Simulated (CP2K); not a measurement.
Runs of CP2K 2026.2 on Bi. The structure is trigonal, space group R-3m (No. 166). The conventional cell has a = 4.535 Å, b = 4.535 Å, c = 11.814 Å, α = 90.00°, β = 90.00°, γ = 120.00°. Bi (site symmetry 3m) has 6 Bi at 3.06 to 3.52 Å as nearest neighbours. 

| task | level | potentials or basis | cell | smearing | EPS_DEFAULT | NGRIDS | basis sets | potentials | CUTOFF of the grids | gap on the mesh (eV) | pressure (GPa) | largest force (eV/Å) |
| --- | --- | --- | --- | --- | --- | --- | --- | --- | --- | --- | --- | --- |
| single point | PBEsol | POTENTIAL_UZH Bi GTH-PBE-q5; TZVP-MOLOPT-PBE-GTH basis | atoms moved at random, drawn with an rms of 0.05 Å | fermi-dirac 0.05 eV | 1.0E-10 | 5 | Bi TZVP-MOLOPT-PBE-GTH-q5 | Bi GTH-PBE-q5 of POTENTIAL_UZH | 450 Ry | 0.23 | 2.5 | 0.69 |
| band structure | PBEsol | POTENTIAL_UZH Bi GTH-PBE-q5; TZVP-MOLOPT-PBE-GTH basis | as given | fermi-dirac 0.1 eV | 1.0E-9 | 5 | Bi TZVP-MOLOPT-PBE-GTH-q5 | Bi GTH-PBE-q5 of POTENTIAL_UZH | 450 Ry | - | 1.8 | (a) |
| single point | PBEsol | POTENTIAL_UZH Bi GTH-PBE-q5; TZVP-MOLOPT-PBE-GTH basis | as given | fermi-dirac 0.05 eV | 1.0E-10 | 4 | Bi TZVP-MOLOPT-PBE-GTH-q5 | Bi GTH-PBE-q5 of POTENTIAL_UZH | 450 Ry | 0.28 | 1.8 | (b) |
| band structure | r2SCAN | POTENTIAL_UZH Bi GTH-SCAN-q5; TZVP-MOLOPT-SCAN-GTH basis | as given | fermi-dirac 0.0259 eV | 1.0E-9 | 5 | Bi TZVP-MOLOPT-SCAN-GTH-q5 | Bi GTH-SCAN-q5 of POTENTIAL_UZH | 675 Ry | - | -0.3 | 0.07 |
| band structure | LDA | GTH_POTENTIALS Bi GTH-PADE-q5; TZVP-MOLOPT-PBE-GTH basis | as given | fermi-dirac 0.05 eV | 1.0E-10 | 4 | Bi TZVP-MOLOPT-PBE-GTH-q5 | Bi GTH-PADE-q5 of GTH_POTENTIALS | 450 Ry | - | -1.7 | 0.08 |

Alike in all rows: no spin polarisation; k mesh 7 × 7 × 7.

Q: Estimate the missing entries.

A: (a) 0.36; (b) 0.35.

Caveats: the basis of atomic orbitals isn't converged, which shifts pressures, moduli and gaps; the potentials were made for another functional, which shifts forces and pressure (some runs); spin-orbit coupling is left out, which moves the levels of the heavy elements (some runs); spin-orbit coupling is left out, which as a rule narrows the gap of such compounds by several tenths of an eV (some runs); an odd mesh through Γ misses points on the zone boundary, where band edges often lie (some runs).

A k mesh can miss the band edges, and the runs leave out spin-orbit coupling on Bi.
